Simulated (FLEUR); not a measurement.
# Ta (Im-3m) in FLEUR: further runs, part 2 of 2

FLEUR MaX-R8.1 (later development tree). Earlier steps stand in the parts before.

## Step 6: Equation of state, LDA, 18.73 Å³/atom (volume scaled by 1.04)

The input, inp.xml:

```xml
<?xml version="1.0" encoding="UTF-8" standalone="no"?>
<fleurInput fleurInputVersion="0.39">
   <comment>
      Ta                                                                                                  
   </comment>
   <calculationSetup>
      <cutoffs Kmax="4.1" Gmax="12.7" GmaxXC="12.7" numbands="0"/>
      <scfLoop itmax="60" minDistance="0.00001" maxIterBroyd="15" imix="Anderson" alpha="0.05" precondParam="0.0" spinf="2.0" sdNocoIR="T"/>
      <coreElectrons ctail="T" frcor="F" kcrel="0" coretail_lmax="0"/>
      <xcFunctional name="vwn" relativisticCorrections="F"/>
      <magnetism jspins="1"/>
      <soc l_soc="F" theta="0.0" phi="0.0" spav="F"/>
      <expertModes spex="0" secvar="F"/>
      <geometryOptimization l_f="F" forcealpha="1.0" forcemix="BFGS" epsdisp="0.00001" epsforce="0.00001"/>
      <ldaU l_linMix="F" mixParam="0.05" spinf="1.0"/>
   </calculationSetup>
   <cell>
      <bzIntegration valenceElectrons="27.0" mode="hist" fermiSmearingEnergy="0.00183747">
         <kPointListSelection listName="default-1"/>
         <!-- k-points included here -->
         <xi:include xmlns:xi="http://www.w3.org/2001/XInclude" href="kpts.xml"> </xi:include>
      </bzIntegration>
      <!-- symmetry operations included here -->
      <xi:include xmlns:xi="http://www.w3.org/2001/XInclude" href="sym.xml"> </xi:include>
      <bulkLattice scale="1.0131594038">
         <bravaisMatrix>
            <row-1>   -3.1204669550294879     3.1204669550294879     3.1204669550294879</row-1>
            <row-2>    3.1204669550294879    -3.1204669550294879     3.1204669550294879</row-2>
            <row-3>    3.1204669550294879     3.1204669550294879    -3.1204669550294879</row-3>
         </bravaisMatrix>
      </bulkLattice>
   </cell>
   <atomSpecies>
      <species name="Tantalum (Ta)" element="Ta" atomicNumber="73">
         <mtSphere radius="2.45" gridPoints="827" logIncrement="0.016"/>
         <atomicCutoffs lmax="10" lnonsphr="8"/>
         <electronConfig flipSpins="F">
            <coreConfig>(1s1/2) (2s1/2) (2p1/2) (2p3/2) (3s1/2) (3p1/2) (3p3/2) (4s1/2) (3d3/2) (3d5/2) (4p1/2) (4p3/2) (4d3/2) (4d5/2)</coreConfig>
            <valenceConfig>(5s1/2) (5p1/2) (5p3/2) (6s1/2) (4f5/2) (4f7/2) (5d3/2) (5d5/2)</valenceConfig>
            <stateOccupation state="(5d3/2)" spinUp="0.600000" spinDown="0.600000"/>
            <stateOccupation state="(5d5/2)" spinUp="0.900000" spinDown="0.900000"/>
         </electronConfig>
         <energyParameters s="6" p="6" d="5" f="4"/>
         <lo type="SCLO" l="0" n="5" eDeriv="0"/>
         <lo type="SCLO" l="1" n="5" eDeriv="0"/>
         <lo type="SCLO" l="2" n="5" eDeriv="2"/>
         <lo type="SCLO" l="3" n="4" eDeriv="2"/>
      </species>
   </atomSpecies>
   <atomGroups>
      <atomGroup species="Tantalum (Ta)">
         <relPos label="                   1">.0000000000 .0000000000 .0000000000</relPos>
         <force calculate="T" relaxXYZ="TTT"/>
      </atomGroup>
   </atomGroups>
   <output dos="F" band="F" slice="F">
      <checks vchk="F" cdinf="F"/>
      <bandDOS minEnergy="-.5*Htr" maxEnergy="0.5*Htr" sigma="0.015" storeEVData="T"/>
      <vacuumDOS vacdos="F" integ="F" star="F" nstars="0" locx1="0.0" locy1="0.0" locx2="0.0" locy2="0.0" nstm="0" tworkf="0.0"/>
      <unfoldingBand unfoldBand="F" supercellX="1" supercellY="1" supercellZ="1"/>
      <plotting iplot="0" polar="F">
         <plot TwoD="T" vec1="  1.0  0.0  0.0" vec2="  0.0  1.0  0.0" vec3="  0.0  0.0  1.0" zero="  0.0  0.0  0.0" file="plot"/>
      </plotting>
      <chargeDensitySlicing numkpt="0" minEigenval="0.0" maxEigenval="0.0" nnne="0" pallst="F"/>
      <specialOutput eonly="F"/>
      <moessbauerParams electricFieldGradient="T" isomerShift="T" coreHyperfine="T" valenceHyperfine="T"/>
      <magneticCircularDichroism mcd="F" energyLo="-10.0" energyUp="0.0"/>
   </output>
  <!-- We include the file relax.xml here to enable relaxations (see documentation) -->
  <xi:include xmlns:xi="http://www.w3.org/2001/XInclude" href="relax.xml"> <xi:fallback/> </xi:include>
</fleurInput>
```

Potentials or basis: all-electron, FLAPW.

On the command line:

```sh
> inpgen -f crystal.txt -profile fastHighL
> # inp.xml edited to the form shown
> fleur_MPI
```

Wall time 10 s (1 thread of Arm Neoverse V1, shared host); peak memory 0.09 GiB.

The run converged. Its results:

| Item | Value |
| --- | --- |
| Free energy | -424958.4892 eV |
| Band gap on the k mesh | none (metal or under the smearing width) |
| Valence electrons inside the program's atomic spheres | Ta 24.67 (radii Ta 2.45 bohr) |

## Step 7: Equation of state, LDA, 19.09 Å³/atom (volume scaled by 1.06)

inp.xml: that of step 6 with these lines changed.

```diff
@@ -24,3 +24,3 @@
       <xi:include xmlns:xi="http://www.w3.org/2001/XInclude" href="sym.xml"> </xi:include>
-      <bulkLattice scale="1.0131594038">
+      <bulkLattice scale="1.0196128224">
          <bravaisMatrix>
```

On the command line:

```sh
> inpgen -f crystal.txt -profile fastHighL
> # inp.xml edited to the form shown
> fleur_MPI
```

Run time: 10 s. Hardware: 1 thread of Arm Neoverse V1, shared host; peak memory 0.09 GiB.

The run converged. Its results:

```yaml
Free_energy: -424958.4496 eV
Band_gap_on_the_k_mesh: none (metal or under the smearing width)
Valence_electrons_inside_the_program's_atomic_spheres: Ta 24.64 (radii Ta 2.45 bohr)
```

## Step 8: Equation of state, LDA

No new run: the results of the series are fitted here.

What came out:

| Property | Result |
| --- | --- |
| Equilibrium volume | 17.19 Å³/atom |
| Bulk modulus | 228 GPa |
| Pressure derivative of the bulk modulus | 4.4 (rough: it moves with the points fitted) |

Energy against volume, from the lowest point:
| volume (Å³/atom) | energy (meV/atom) |
| --- | --- |
| 16.930 | 2.42 |
| 17.290 | 0.00 |
| 18.010 | 25.29 |
| 18.731 | 84.01 |
| 19.091 | 123.66 |

## Step 9: Band structure, LDA, spin-orbit coupling, no magnetisation

inp.xml: that of step 7 with these lines changed.

```diff
@@ -6,3 +6,3 @@
    <calculationSetup>
-      <cutoffs Kmax="4.1" Gmax="12.7" GmaxXC="12.7" numbands="0"/>
+      <cutoffs Kmax="4.1" Gmax="12.7" GmaxXC="12.7" numbands="all"/>
       <scfLoop itmax="60" minDistance="0.00001" maxIterBroyd="15" imix="Anderson" alpha="0.05" precondParam="0.0" spinf="2.0" sdNocoIR="T"/>
@@ -11,3 +11,3 @@
       <magnetism jspins="1"/>
-      <soc l_soc="F" theta="0.0" phi="0.0" spav="F"/>
+      <soc l_soc="T" theta="0.0" phi="0.0" spav="F"/>
       <expertModes spex="0" secvar="F"/>
@@ -24,3 +24,3 @@
       <xi:include xmlns:xi="http://www.w3.org/2001/XInclude" href="sym.xml"> </xi:include>
-      <bulkLattice scale="1.0196128224">
+      <bulkLattice scale="1.0">
          <bravaisMatrix>
@@ -34,3 +34,3 @@
       <species name="Tantalum (Ta)" element="Ta" atomicNumber="73">
-         <mtSphere radius="2.45" gridPoints="827" logIncrement="0.016"/>
+         <mtSphere radius="2.5" gridPoints="827" logIncrement="0.016"/>
          <atomicCutoffs lmax="10" lnonsphr="8"/>
```

The input, crystal.txt:

```
Ta
&input cartesian=F /
-1.6512800000  1.6512800000  1.6512800000
1.6512800000  -1.6512800000  1.6512800000
1.6512800000  1.6512800000  -1.6512800000
1.8897261246
1.0 1.0 1.0

1
73 0.0000000000  0.0000000000  0.0000000000

&soc 0.0 0.0 /
&kpt div1=8 div2=8 div3=8 gamma=T /
```

The input, inp.xml (bands):

```
<?xml version="1.0" encoding="UTF-8" standalone="no"?>
<fleurInput fleurInputVersion="0.39">
   <comment>
      Ta                                                                                                  
   </comment>
   <calculationSetup>
      <cutoffs Kmax="4.1" Gmax="12.7" GmaxXC="12.7" numbands="all"/>
      <scfLoop itmax="60" minDistance="0.00001" maxIterBroyd="15" imix="Anderson" alpha="0.05" precondParam="0.0" spinf="2.0" sdNocoIR="T"/>
      <coreElectrons ctail="T" frcor="F" kcrel="0" coretail_lmax="0"/>
      <xcFunctional name="vwn" relativisticCorrections="F"/>
      <magnetism jspins="1"/>
      <soc l_soc="T" theta="0.0" phi="0.0" spav="F"/>
      <expertModes spex="0" secvar="F"/>
      <geometryOptimization l_f="F" forcealpha="1.0" forcemix="BFGS" epsdisp="0.00001" epsforce="0.00001"/>
      <ldaU l_linMix="F" mixParam="0.05" spinf="1.0"/>
   </calculationSetup>
   <cell>
      <bzIntegration valenceElectrons="27.0" mode="hist" fermiSmearingEnergy="0.00183747">
         <kPointListSelection listName="path-1"/>
         <!-- k-points included here -->
         <xi:include xmlns:xi="http://www.w3.org/2001/XInclude" href="kpts.xml"> </xi:include>
      </bzIntegration>
      <!-- symmetry operations included here -->
      <xi:include xmlns:xi="http://www.w3.org/2001/XInclude" href="sym.xml"> </xi:include>
      <bulkLattice scale="1.0">
         <bravaisMatrix>
            <row-1>   -3.1204669550294879     3.1204669550294879     3.1204669550294879</row-1>
            <row-2>    3.1204669550294879    -3.1204669550294879     3.1204669550294879</row-2>
            <row-3>    3.1204669550294879     3.1204669550294879    -3.1204669550294879</row-3>
         </bravaisMatrix>
      </bulkLattice>
   </cell>
   <atomSpecies>
      <species name="Tantalum (Ta)" element="Ta" atomicNumber="73">
         <mtSphere radius="2.5" gridPoints="827" logIncrement="0.016"/>
         <atomicCutoffs lmax="10" lnonsphr="8"/>
         <electronConfig flipSpins="F">
            <coreConfig>(1s1/2) (2s1/2) (2p1/2) (2p3/2) (3s1/2) (3p1/2) (3p3/2) (4s1/2) (3d3/2) (3d5/2) (4p1/2) (4p3/2) (4d3/2) (4d5/2)</coreConfig>
            <valenceConfig>(5s1/2) (5p1/2) (5p3/2) (6s1/2) (4f5/2) (4f7/2) (5d3/2) (5d5/2)</valenceConfig>
            <stateOccupation state="(5d3/2)" spinUp="0.600000" spinDown="0.600000"/>
            <stateOccupation state="(5d5/2)" spinUp="0.900000" spinDown="0.900000"/>
         </electronConfig>
         <energyParameters s="6" p="6" d="5" f="4"/>
         <lo type="SCLO" l="0" n="5" eDeriv="0"/>
         <lo type="SCLO" l="1" n="5" eDeriv="0"/>
         <lo type="SCLO" l="2" n="5" eDeriv="2"/>
         <lo type="SCLO" l="3" n="4" eDeriv="2"/>
      </species>
   </atomSpecies>
   <atomGroups>
      <atomGroup species="Tantalum (Ta)">
         <relPos label="                   1">.0000000000 .0000000000 .0000000000</relPos>
         <force calculate="T" relaxXYZ="TTT"/>
      </atomGroup>
   </atomGroups>
   <output dos="F" band="T" slice="F">
      <checks vchk="F" cdinf="F"/>
      <bandDOS minEnergy="-.5*Htr" maxEnergy="0.5*Htr" sigma="0.015" storeEVData="T"/>
      <vacuumDOS vacdos="F" integ="F" star="F" nstars="0" locx1="0.0" locy1="0.0" locx2="0.0" locy2="0.0" nstm="0" tworkf="0.0"/>
      <unfoldingBand unfoldBand="F" supercellX="1" supercellY="1" supercellZ="1"/>
      <plotting iplot="0" polar="F">
         <plot TwoD="T" vec1="  1.0  0.0  0.0" vec2="  0.0  1.0  0.0" vec3="  0.0  0.0  1.0" zero="  0.0  0.0  0.0" file="plot"/>
      </plotting>
      <chargeDensitySlicing numkpt="0" minEigenval="0.0" maxEigenval="0.0" nnne="0" pallst="F"/>
      <specialOutput eonly="F"/>
      <moessbauerParams electricFieldGradient="T" isomerShift="T" coreHyperfine="T" valenceHyperfine="T"/>
      <magneticCircularDichroism mcd="F" energyLo="-10.0" energyUp="0.0"/>
   </output>
  <!-- We include the file relax.xml here to enable relaxations (see documentation) -->
  <xi:include xmlns:xi="http://www.w3.org/2001/XInclude" href="relax.xml"> <xi:fallback/> </xi:include>
</fleurInput>
```

Potentials or basis: all-electron, FLAPW.

On the command line:

```sh
> inpgen -f crystal.txt -profile fastHighL
> # inp.xml edited to the form shown
> fleur_MPI
> fleur_MPI   # second run, on inp.xml (bands)
```

Log:

```text
Welcome to FLEUR        (www.flapw.de)
      MaX-Release 8.1          (www.max-centre.eu)

 ========== k-point set info ==========
 Selected k-point list: default-1
 k-point list type: mesh
 8 x 8 x 8
 Number of k points: 78

 ------------Calculation Setup---------------------------
 Number of MPI-tasks      :            1
 Number of PE/node        :            1
 Number of OMP-threads    :            1
 Most efficient MPI parallelization for:
           1           2           3           6          13          26          39          78
 Additional eigenvalue parallelization possible
 Number of basis functions:          178
 Approximate size of matrices (H+S) per k-point:         0.000 GB
 --------------------------------------------------------
 Iteration:     1   Distance:      12.89530948 me/bohr^3
 Iteration:     2   Distance:      11.69941490 me/bohr^3
 Iteration:     3   Distance:       5.76658757 me/bohr^3
 Iteration:     4   Distance:       1.21369151 me/bohr^3
 Iteration:     5   Distance:       1.03724620 me/bohr^3
 Iteration:     6   Distance:       0.21423726 me/bohr^3
 Iteration:     7   Distance:       0.12090896 me/bohr^3
 Iteration:     8   Distance:       0.01295258 me/bohr^3
 Iteration:     9   Distance:       0.00096828 me/bohr^3
 Iteration:    10   Distance:       0.00077364 me/bohr^3
 Iteration:    11   Distance:       0.00002536 me/bohr^3
 Iteration:    12   Distance:       0.00007941 me/bohr^3
 Iteration:    13   Distance:       0.00000119 me/bohr^3

 ********************************************************************
 Run finished successfully
 Stop message:
   all done
 ********************************************************************
```

output (bands):

```text
Welcome to FLEUR        (www.flapw.de)
      MaX-Release 8.1          (www.max-centre.eu)

 ========== k-point set info ==========
 Selected k-point list: path-1
 k-point list type: path
 Number of k points: 60

 ------------Calculation Setup---------------------------
 Number of MPI-tasks      :            1
 Number of PE/node        :            1
 Number of OMP-threads    :            1
 Most efficient MPI parallelization for:
           1           2           3           4           5           6          10          12          15          20          30          60
 Additional eigenvalue parallelization possible
 Number of basis functions:          178
 Approximate size of matrices (H+S) per k-point:         0.000 GB
 --------------------------------------------------------
 Fermi energy correction for metals:
 Fermi energy in bands.* files may not be consistent with last density.
 Please correct it manually (e.g. in band.gnu file).

 Note: Band structure data (together with different weights) is also stored in the banddos.hdf file.
       A convenient way of extracting and plotting the data from that file is by making use of the

 ********************************************************************
 Run finished successfully
 Stop message:
   Charge density postprocessing done.
 ********************************************************************
```

out.xml (last iteration):

```text
<iteration numberForCurrentRun="   13" overallNumber="   13">
         <energyParameters units="Htr">
            <atomicEP atomType="1" spin="1" branch="6s" branchLowest="-1.91" branchHighest="2.24" value="0.3471815623"/>
            <atomicEP atomType="1" spin="1" branch="6p" branchLowest="-0.62" branchHighest="3.17" value="0.4827500200"/>
            <atomicEP atomType="1" spin="1" branch="5d" branchLowest="-7.39" branchHighest="1.05" value="0.5017752057"/>
            <atomicEP atomType="1" spin="1" branch="4f" branchLowest="-9.99" branchHighest="-0.16" value="-0.1373625524"/>
[... 328 lines left out ...]
            </atomTypeDependentContributions>
            <tkbTimesEntropy value="0.0002571871"/>
            <freeEnergy value="-15616.9747227508"/>
            <extrapolationTo0K value="-15616.9745941572"/>
         </totalEnergy>
         <densityConvergence units="me/bohr^3">
            <chargeDensity spin="1" distance="0.0000011877"/>
         </densityConvergence>
      </iteration>
```

Run time: 4.3 min. Hardware: 1 thread of Arm Neoverse V1, shared host; peak memory 0.13 GiB.

Results:

| Property | Result |
| --- | --- |
| Free energy | -424959.5312 eV |
| Band gap along the path | none (metal or under the smearing width) |
| Valence electrons inside the program's atomic spheres | Ta 24.92 (radii Ta 2.5 bohr) |

Levels at the corners of the path, in eV from the Fermi level:
```tsv
point	band 23	band 24	band 25	band 26	band 27	band 28	band 29	band 30
Γ	-7.83	-7.83	0.55	0.55	0.55	0.55	0.97	0.97
H	-3.78	-3.78	-3.78	-3.78	6.61	6.61	6.61	6.61
N	-4.34	-4.34	-1.55	-1.55	1.78	1.78	3.82	3.82
Γ	-7.83	-7.83	0.55	0.55	0.55	0.55	0.97	0.97
P	-1.53	-1.53	-0.98	-0.98	-0.98	-0.98	5.03	5.03
H	-3.78	-3.78	-3.78	-3.78	6.61	6.61	6.61	6.61
P	-1.53	-1.53	-0.98	-0.98	-0.98	-0.98	5.03	5.03
N	-4.34	-4.34	-1.55	-1.55	1.78	1.78	3.82	3.82
```

Core levels (eV from the Fermi level):
```
atom                                                                                                                                                                                                          levels
1 Ta  1s1/2 -67216.8, 2s1/2 -11537.4, 2p1/2 -11028.8, 2p3/2 -9759.9, 3s1/2 -2637.8, 3p1/2 -2411.5, 3p3/2 -2138.4, 4s1/2 -532.3, 3d3/2 -1755.1, 3d5/2 -1695.6, 4p1/2 -439.1, 4p3/2 -376.0, 4d3/2 -222.5, 4d5/2 -210.9
```

## Step 10: Comparison with measurements

Step 8. Against the measured bulk modulus of Ta, 194 GPa (quoted in “Pressure effects on the electronic structure and superconductivity of (TaNb)0.67(HfZrTi)0.33 high entropy alloy”, 2019, arxiv:1910.08312), the calculated 228 GPa is off by +17.8 %. The fit is for a static lattice scaled at fixed shape and fixed fractional positions.
